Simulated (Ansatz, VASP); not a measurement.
One calculation of AlO3, two programs

Contents of INCAR:

```
SYSTEM = AlO3
PREC     = Accurate       ! precision mode
ENCUT    = 520            ! plane-wave cutoff, eV
EDIFF    = 1E-6           ! SCF threshold, eV
ISMEAR   = 0              ! smearing method
SIGMA    = 0.1            ! smearing width, eV
LREAL    = .FALSE.        ! projectors in reciprocal space
LASPH    = .TRUE.         ! aspherical terms in the spheres
NELM     = 100            ! most SCF steps
ALGO     = Fast           ! electronic algorithm
ISIF     = 2              ! what is computed and relaxed
LWAVE    = .FALSE.        ! write WAVECAR
LCHARG   = .FALSE.        ! write CHGCAR
GGA      = PE             ! functional
NBANDS   = 18             ! bands
```

File KPOINTS:

```
Automatic mesh
0
G
  15 15 15
  0 0 0
```

File POSCAR:

```
AlO3
1.0
    2.8814017372      1.6635780686      1.5808268630
   -2.8814017372      1.6635780686      1.5808268630
    0.0000000000     -3.3271561373      1.5808268629
Al O
1 3
Direct
    0.0000000000      0.0000000000      0.0000000000
    0.5000000000      0.0000000000      0.0000000000
    0.0000000000      0.5000000000      0.0000000000
    0.0000000000      0.0000000000      0.5000000000
```

Input for Ansatz:

```yaml
crystal:
  lattice:
    - [2.8814017372, 1.6635780686, 1.580826863]
    - [-2.8814017372, 1.6635780686, 1.580826863]
    - [0.0, -3.3271561373, 1.5808268629]
  atoms:
    - { symbol: Al, position: [0.0, 0.0, 0.0] }
    - { symbol: O, position: [0.5, 0.0, 0.0] }
    - { symbol: O, position: [0.0, 0.5, 0.0] }
    - { symbol: O, position: [0.0, 0.0, 0.5] }
basis:
  ecutwfc: 420
kpoints:
  mp_grid: { grid: [15, 15, 15] }
  band_path:
    path:
      - [[0.0, 0.0, 0.0], [0.5, 0.0, 0.0], [0.5, -0.5, 0.5], [0.31716476, -0.68283524, 0.31716476]]
      - [[0.31716476, 0.31716476, 0.31716476], [0.0, 0.0, 0.0], [0.5, -0.5, 0.0]]
    npoints: 14
hamiltonian:
  xc: pbe
scf:
  occupations: { method: gaussian, width: 0.1 }
  n_extra_bands: 10
output:
  forces: true
  stress: true
  eigenvalues: true
  populations: true
  dos: { projected: true, de: 0.02, nscf_kmesh: { grid: [18, 18, 18] } }
  bader: true
  write_density: true
  write_potential: true
  elf: true
  volumetric_format: npy
```

The cell was built by a generator and needn't be a form met in nature.

Alike in both runs: task single point; functional PBE; k mesh 15 × 15 × 15; occupations gaussian, width 0.1 eV; no spin polarisation.

|  | VASP | Ansatz |
| --- | --- | --- |
| version | VASP 6.6.1 | Ansatz 0.2.0 |
| potentials or method | VASP PAW PBE potentials, release 64 (Al, O) | scalar-relativistic, plane waves, PAW |
| plane-wave cutoff (eV) | 520 | 420 |
| valence electrons in the cell | 21 | 21 |

Ansatz gave:

| Item | Value |
| --- | --- |
| gap on the k mesh at the Fermi level (eV) | none |
| pressure (GPa) | 0.0 |

Which values does VASP return?

gap on the k mesh at the Fermi level (eV): none; pressure (GPa): -0.2.

A gap of «none» marks a metal or a gap that the smearing closes.

Caveats: an odd number of electrons without spin polarisation forces a metal; a magnetic or distorted state may lie lower.
